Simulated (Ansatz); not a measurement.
## Cd: from a trial structure to a relaxed crystal

Computed with Ansatz 0.2.0, DFT PBE, scalar-relativistic, plane waves, PAW. Cutoff 420 eV, Γ-centred k mesh, Gaussian smearing, no spin polarisation in the final step.

The start puts Cd on the sites of a reported Ba cell (Cmmm, No. 65), at a guessed volume.

```
CELL_PARAMETERS angstrom
1.32112 -2.46654 0.00000
1.32112 2.46654 0.00000
0.00000 0.00000 3.85186
ATOMIC_POSITIONS crystal
Cd 0.00000 0.00000 0.00000
```

Cell and atoms relax at zero pressure; the relaxation can't lower the symmetry of the start. After a coarse first stage the cell is made exact in the group found at 0.06 Å.

Energies count from the standard state of Cd at the same level.

(1) Which crystal results?

(2) What are its volume, energy, density and gap?

## Answers

(1) It ends in P6/mmm (No. 191). The result has the simple hexagonal structure. Conventional cell: a = 3.038 Å, c = 3.159 Å. Cd is coordinated by 8 Cd at 3.04–3.16 Å.

```
Cd
1.0
     3.03788    0.00000    0.00000
    -1.51894    2.63088    0.00000
     0.00000    0.00000    3.15892
Cd
1
Cartesian
  0.0000 0.0000 0.0000
```

(2) The volume per atom is 25.25 Å³, the density is 7.39 g/cm³ and the energy over the standard structure is 0.07 eV/atom. The gap on the 20×20×18 mesh is 0 eV (a metal).

The final run used a 20×20×18 mesh on its 1-atom cell and 0.10 eV smearing. For metals, differences of a few meV/atom aren't resolved. Symmetry constrained the relaxation, so the result can be a saddle point. The steps took about 100 core-seconds in all.